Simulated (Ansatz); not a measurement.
# Zn (omega type): how the settings move a single-point run

Question: which choices in the input matter for Zn (omega type)?

Computed with Ansatz 0.2.0 (reference: DFT, PBE, all-electron PAW with datasets made for the crystal, scalar-relativistic, unless a step's input says otherwise).

**1. The structure to begin with**

It takes space group P6/mmm (No. 191, hexagonal). Conventional cell: a = 3.431 Å, b = 3.431 Å, c = 2.069 Å, α = 90.00°, β = 90.00°, γ = 120.00°. Zn (site symmetry 6/mmm) has 14 Zn at 2.07 to 2.23 Å as nearest neighbours. Around Zn (site symmetry -6m2) lie 11 Zn at 1.98 to 2.23 Å.

As a file:

```cif
data_structure
_symmetry_space_group_name_H-M 'P 1'
_symmetry_Int_Tables_number 1
_cell_length_a 3.4312
_cell_length_b 3.4312
_cell_length_c 2.0690
_cell_angle_alpha 90.000
_cell_angle_beta 90.000
_cell_angle_gamma 120.000
_cell_volume 21.10
loop_
_atom_site_label
_atom_site_type_symbol
_atom_site_fract_x
_atom_site_fract_y
_atom_site_fract_z
_atom_site_occupancy
Zn1 Zn 0.00000 0.00000 0.00000 1
Zn2 Zn 0.33333 0.66667 0.50000 1
Zn3 Zn 0.66667 0.33333 0.50000 1
```

**2. Baseline**

input.yaml

```yaml
crystal:
  lattice:
    - [3.4311856868, 0.0, 0.0]
    - [-1.7155928434, 2.9714939698, 0.0]
    - [0.0, 0.0, 2.0690218449]
  atoms:
    - { symbol: Zn, position: [0.0, 0.0, 0.0] }
    - { symbol: Zn, position: [0.3333333333, 0.6666666667, 0.5] }
    - { symbol: Zn, position: [0.6666666667, 0.3333333333, 0.5] }
kpoints:
  mp_grid: { grid: [9, 9, 12] }
scf:
  occupations: { method: fermi_dirac, width: 0.1 }
hamiltonian:
  xc: pbe
  pseudopotentials: { kind: all_electron, datasets: crystal }
output:
  forces: true
  stress: true
  eigenvalues: true
```

Launch:

```bash
$ ansatz run input.yaml --threads 1 --pin off --max-ram 3072MiB --backend cpu --events-out ev --progress --plain --runs-dir out
```

**3. Variant: lower_state_search off, n_extra_bands 8**

Edit input.yaml of step 2 so:

```diff
@@ -13,2 +13,4 @@
   occupations: { method: fermi_dirac, width: 0.1 }
+  lower_state_search: "off"
+  n_extra_bands: 8
 hamiltonian:
```

**Question.** What will these runs give? Wanted: for each run, ending; energy change; pressure; gap; force.

The runs gave:

```
                                       run     ending  energy change  pressure (GPa)  gap (eV)  force (eV/Å)  cycles  time
                                 reference  converged              0           387.5      0.00          0.00      11  19 s
1: lower_state_search off, n_extra_bands 8  converged   0.0 meV/atom           387.5      0.00          0.00      11  21 s
```

Residual by cycle in the longest SCF loop of each run; runs are numbered as in the table. The quantity is the density residual dr2, in eV.

```
cycle  reference    run 1
    1        3.1      3.1
    2     0.0647   0.0647
    3      0.109    0.109
    4    0.00576  0.00584
    5    0.00246  0.00245
    6     1.2e-4   1.2e-4
    7     7.2e-6   7.2e-6
    8     1.7e-7   1.4e-7
    9     1.0e-9  6.4e-10
   10     8.3e-9   8.2e-9
   11     2.7e-8   2.8e-8
```

The changed input (search for lower states and band count) leaves the energy the same to the digits printed. The structure is not at rest: the sound run finds 388 GPa, so these are no properties of the relaxed crystal. 
